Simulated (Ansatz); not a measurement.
**AlN (F-43m), an elastic constant from a strain scan**

These are results of Ansatz 0.2.0, DFT r2SCAN, scalar-relativistic, plane waves, PAW, not measurements. The runs took a 500 eV cutoff, a Γ-centred 10×10×10 mesh and Gaussian smearing (0.05 eV). No spin polarisation. Energies are free energies at this smearing, counted from the undisturbed cell; pressure is positive in compression.

The undisturbed cell (as given, not relaxed at this level; it stands at 0.3 GPa; this zinc-blende form isn't the usual structure):

```yaml
crystal:
  lattice:
    - [0.00000, 2.18399, 2.18399]
    - [2.18399, 0.00000, 2.18399]
    - [2.18399, 2.18399, 0.00000]
  atoms:
    - { symbol: Al, position: [0.00000, 0.00000, 0.00000] }
    - { symbol: N, position: [0.75000, 0.75000, 0.75000] }
```

The cell is strained by ε times the Voigt pattern (1, 1, 0, 0, 0, 0) (xx, yy, zz, yz, xz, xy; engineering shear) with fractional coordinates fixed. The cell holds 2 atoms in V0 = 20.83 Å³. The stress column is τ = (1/V0) dE/dε, got from the stress tensor σ (compression positive) at each point as −det(1 + εP) σ : P(1 + εP)⁻¹, with P the pattern as a tensor.

```csv
ε,ΔE (meV/atom),τ (GPa)
-0.0600,126.525,-68.306
-0.0450,69.427,-49.068
-0.0300,30.289,-31.444
-0.0150,7.610,-15.300
0.0000,0.000,-0.520
0.0150,6.185,13.007
0.0300,24.993,25.375
0.0450,55.334,36.675
0.0525,74.513,41.948
0.0600,?,?
```

**Question.** Which combination of elastic constants does this scan measure, and how large is it?

**Answer.** For small ε, τ = τ0 + Kε with K = pᵀCp, which for this pattern is 2(C11 + C12) in the cubic axes. The parabola through τ at ε = -0.0150, 0 and 0.0150 has slope K = 944 GPa at zero. The energies per cell, E = NΔE, of the same two points give K = 2[E(ε₊)/ε₊ − E(ε₋)/ε₋]/[(ε₊ − ε₋)V0] = 943 GPa, in agreement.

**Question.** Predict the withheld row at ε = 0.0600 from the harmonic law, and compare.

**Answer.** ΔE = V0(τ0 ε + Kε²/2)/N = 108.400 meV/atom and τ = 56.09 GPa. The calculation gives 96.206 meV/atom and 46.98 GPa: the energy lies 11 % below the harmonic value, as bonds soften when stretched.